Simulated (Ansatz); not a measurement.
**Zirconium (simple cubic) across density functionals**

All rows: Ansatz, plane waves with scalar-relativistic PAW, 420 eV (500 eV for the SCAN forms), relaxed under each functional, no dispersion correction, no zero-point motion. B₀ comes from uniform scaling at fixed shape; a dash is a value not given.

```
functional  V (Å³/atom)         cell  B₀ (GPa)     magnetic state  ΔE to hcp (meV/atom)
       PBE        24.73  a = 2.913 Å        69  spin not included                   878
    r²SCAN        24.51  a = 2.905 Å        63  spin not included                   958
    PBEsol        23.50  a = 2.864 Å        71  spin not included                   875
       LDA        22.71  a = 2.832 Å        78  spin not included                   837
    revPBE        25.25  a = 2.934 Å        62  spin not included                   885
      BLYP        26.00  a = 2.963 Å        60  spin not included                   740
```

What does RPBE give?

V (Å³/atom): 25.46; cell: a = 2.942 Å; B₀ (GPa): 61; magnetic state: spin not included; ΔE to hcp (meV/atom): 888.
